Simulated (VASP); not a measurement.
# Relaxed cell of C: a test of cutoff and mesh, part 2 of 2

How far does the relaxed cell of C depend on cutoff and k mesh? The starting structure is a measured crystal structure from the Crystallography Open Database. The first relaxation on each setting starts from this cell expanded by 3 % in volume.

VASP 6.6.1.

Results so far: reference 5.62 Å³ an atom; a cutoff of 400 eV 5.57 Å³ an atom; a 6×6×6 mesh 5.62 Å³ an atom.

The database entry behind the starting cell differs from later determinations by our own check (about 0.1 % long), so it need not match the best structure at ambient conditions.

### Step 5. Relaxation with a cutoff of 680 eV

Level of this step: PBEsol; plane waves and PAW (C) (VASP).

Against step 2 the input has ENCUT = 680. This run starts from the cell of an earlier relaxation, which isn't shown; the restart sets up the plane waves anew.

INCAR reads:

```
SYSTEM = C
PREC = Accurate
ENCUT = 680
EDIFF = 1E-06
NELM = 100
ISMEAR = 0
SIGMA = 0.03
LREAL = .FALSE.
ALGO = Normal
GGA = PS
NBANDS = 10
LORBIT = 11
LWAVE = .FALSE.
LCHARG = .FALSE.
KPAR = 4
IBRION = 2
NSW = 50
ISIF = 3
EDIFFG = -0.006
```

POSCAR reads:

```
C
1.0
    0.0000000000      1.7769638531      1.7769638531
    1.7769638531      0.0000000000      1.7769638531
    1.7769638531      1.7769638531      0.0000000000
C
2
Direct
    0.0000000000      0.0000000000      0.0000000000
    0.2500000000      0.2500000000      0.2500000000
```

KPOINTS reads:

```
Automatic mesh
0
Gamma
10 10 10
0 0 0
```

PAW data sets: C (PBE family, release 64).

Command:

```bash
> mpirun -np 4 vasp_std
```

Output:

```text
[... set-up lines as in an earlier step ...]
 entering main loop
       N       E                     dE             d eps       ncg     rms          rms(c)
DAV:   1     0.227297968991E+01    0.22730E+01   -0.56506E+03   980   0.981E+02
DAV:   2    -0.194864873339E+02   -0.21759E+02   -0.20606E+02  1352   0.140E+02
DAV:   3    -0.199407685424E+02   -0.45428E+00   -0.45266E+00  1122   0.161E+01
DAV:   4    -0.199418456689E+02   -0.10771E-02   -0.10770E-02  1040   0.838E-01
[...]
DAV:   9    -0.192592551417E+02   -0.15056E-04   -0.15735E-05  1174   0.386E-02    0.204E-02
DAV:  10    -0.192592631416E+02   -0.79999E-05   -0.33863E-06   992   0.179E-02    0.416E-03
DAV:  11    -0.192592629805E+02    0.16110E-06   -0.65059E-08   542   0.248E-03
   1 F= -.19259263E+02 E0= -.19259263E+02  d E =-.192593E+02
[...]
reached required accuracy - stopping structural energy minimisation
```

Wall time 5.6 s (4 MPI ranks of AMD EPYC 7R43, shared host); peak memory 0.39 GiB.

OUTCAR, selected parts (step 5):

```text
  Total        0.0096044      0.0096044      0.0096044      0.0000000      0.0000000     -0.0000000
  in kB        1.3712510      1.3712510      1.3712510      0.0000000      0.0000000     -0.0000000
  external PRESSURE =       1.3712510 kB  Pullay stress =       0.0000000 kB

 POSITION                                       TOTAL-FORCE (eV/Angst)
 -----------------------------------------------------------------------------------
      0.00000      0.00000      0.00000         0.000000      0.000000     -0.000000
      0.88848      0.88848      0.88848        -0.000000     -0.000000      0.000000
 -----------------------------------------------------------------------------------
    total drift:                               -0.000000      0.000000      0.000000

  FREE ENERGIE OF THE ION-ELECTRON SYSTEM (eV)
  ---------------------------------------------------
  free  energy   TOTEN  =       -19.2592629805 eV

  energy  without entropy=      -19.2592629805  energy(sigma->0) =      -19.25926298

[... 2 parts as in an earlier step ...]

[... 2 further parts left out ...]
[key lines of the parts left out:]
E-fermi :  10.0301
```

With a cutoff of 680 eV the cell ends at 5.611 Å³ an atom, -0.23 % from the reference; the bulk modulus is 452.8 GPa against 451.2 GPa.

### Step 6. Relaxation with a 14×14×14 mesh

Against step 2 the input has a 14×14×14 mesh. This run starts from the cell of an earlier relaxation, which isn't shown; the restart sets up the plane waves anew.

INCAR: that of step 5 with these lines changed.

```diff
@@ -2,3 +2,3 @@
 PREC = Accurate
-ENCUT = 680
+ENCUT = 520
 EDIFF = 1E-06
```

POSCAR reads:

```
C
1.0
    0.0000000000      1.7779923577      1.7779923577
    1.7779923577      0.0000000000      1.7779923577
    1.7779923577      1.7779923577      0.0000000000
C
2
Direct
    0.0000000000      0.0000000000      0.0000000000
    0.2500000000      0.2500000000      0.2500000000
```

KPOINTS reads:

```
Automatic mesh
0
Gamma
14 14 14
0 0 0
```

Command:

```bash
> mpirun -np 4 vasp_std
```

Output:

```text
[... set-up lines as in an earlier step ...]
 entering main loop
       N       E                     dE             d eps       ncg     rms          rms(c)
DAV:   1    -0.138958319168E+01   -0.13896E+01   -0.49576E+03  2146   0.798E+02
DAV:   2    -0.196043639817E+02   -0.18215E+02   -0.17597E+02  2780   0.122E+02
DAV:   3    -0.199301042903E+02   -0.32574E+00   -0.32519E+00  2448   0.134E+01
DAV:   4    -0.199306902506E+02   -0.58596E-03   -0.58592E-03  2280   0.681E-01
[...]
DAV:   9    -0.192498323742E+02   -0.15397E-04   -0.15492E-05  2520   0.377E-02    0.206E-02
DAV:  10    -0.192498400667E+02   -0.76924E-05   -0.33479E-06  2216   0.176E-02    0.418E-03
DAV:  11    -0.192498399272E+02    0.13950E-06   -0.64810E-08  1196   0.247E-03
   1 F= -.19249840E+02 E0= -.19249840E+02  d E =-.192498E+02
[...]
N       E                     dE             d eps       ncg     rms          rms(c)
DAV:   1    -0.192498452895E+02   -0.52228E-05   -0.51197E-04  2230   0.199E-01    0.208E-02
DAV:   2    -0.192498389555E+02    0.63340E-05   -0.64751E-06  2250   0.215E-02    0.114E-02
DAV:   3    -0.192498362439E+02    0.27116E-05   -0.42927E-06  2208   0.151E-02    0.167E-03
DAV:   4    -0.192498362130E+02    0.30973E-07   -0.51486E-08  1060   0.219E-03
   2 F= -.19249836E+02 E0= -.19249836E+02  d E =0.371420E-05
 trial-energy change:    0.000004  1 .order    0.000004   -0.000026    0.000033
 step:   0.4384(harm=  0.4384)  dis= 0.00000  next Energy=   -19.249846 (dE=-0.562E-05)
[...]
N       E                     dE             d eps       ncg     rms          rms(c)
DAV:   1    -0.192498479437E+02   -0.11700E-04   -0.16020E-04  2244   0.111E-01    0.116E-02
DAV:   2    -0.192498460547E+02    0.18889E-05   -0.20156E-06  2122   0.120E-02    0.640E-03
DAV:   3    -0.192498453929E+02    0.66183E-06   -0.13229E-06  1706   0.844E-03
   3 F= -.19249845E+02 E0= -.19249845E+02  d E =-.546574E-05
[...]
reached required accuracy - stopping structural energy minimisation
```

It took 9.6 s on 4 MPI ranks; peak memory 0.39 GiB; 36 s of CPU time.

Parts of OUTCAR (step 6):

```text
  Total        0.0000742      0.0000742      0.0000742      0.0000000     -0.0000000      0.0000000
  in kB        0.0105683      0.0105683      0.0105683      0.0000000     -0.0000000      0.0000000
  external PRESSURE =       0.0105683 kB  Pullay stress =       0.0000000 kB

 POSITION                                       TOTAL-FORCE (eV/Angst)
 -----------------------------------------------------------------------------------
      0.00000      0.00000      0.00000         0.000000      0.000000      0.000000
      0.88917      0.88917      0.88917        -0.000000     -0.000000     -0.000000
 -----------------------------------------------------------------------------------
    total drift:                                0.000000      0.000000      0.000000

  FREE ENERGIE OF THE ION-ELECTRON SYSTEM (eV)
  ---------------------------------------------------
  free  energy   TOTEN  =       -19.2498453929 eV

  energy  without entropy=      -19.2498453929  energy(sigma->0) =      -19.24984539

[... 1 part as in an earlier step ...]

[... 3 further parts left out ...]
[key lines of the parts left out:]
E-fermi :  10.0084
```

With a 14×14×14 mesh the cell ends at 5.624 Å³ an atom, +0.00 % from the reference; the bulk modulus is 451.2 GPa against 451.2 GPa.

### Step 7. The runs compared

```csv
run,volume (Å³/atom),change (%),bulk modulus (GPa),pressure left (GPa),core minutes
reference,5.624,-,451.2,0.0,0.867
a cutoff of 400 eV,5.571,-0.95,469.7,-0.01,0.747
a 6×6×6 mesh,5.625,0.02,451.4,0.0,0.48
a cutoff of 680 eV,5.611,-0.23,452.8,0.14,1.12
a 14×14×14 mesh,5.624,0.0,451.2,0.0,1.27
```

Core minutes are wall time times ranks, summed over the relaxations behind a row (those for a bulk modulus apart), on shared hosts.

### Step 8. Outcome

```
volume of the reference                          : 5.624 Å³/atom
volume against the reference, a cutoff of 400 eV : -0.95 %
volume against the reference, a 6×6×6 mesh       : +0.02 %
volume against the reference, a cutoff of 680 eV : -0.23 %
volume against the reference, a 14×14×14 mesh    : +0.00 %
```

In words: The volume moves most with a cutoff of 400 eV: -0.95 % against the reference (520 eV, 10×10×10 mesh). On finer settings it changes by -0.23 % with a cutoff of 680 eV and +0.00 % with a 14×14×14 mesh. The relaxations stop with up to 0.14 GPa left, which at the bulk modulus found here is 0.03 % of the volume. A cell that shrinks at the lower cutoff is the usual mark of Pulay stress, the error that a plane-wave basis makes when it is kept while the volume changes. The bulk modulus is more sensitive: it changes by +4.1 % with a cutoff of 400 eV. Further runs on this material are not shown.

[Lines on the potential files, build, host, timing and source positions are cut from VASP's logs without a mark.]

[Logs are printed without paths, hosts, clocks, repeated set-up lines and the standing remarks that a program may print on its own settings, such as how far it seeks lower states.]

[Hosts, paths, dates, database ids (printed as entryN), source tags and the programs' standing remarks are cut or masked in the printed files.]
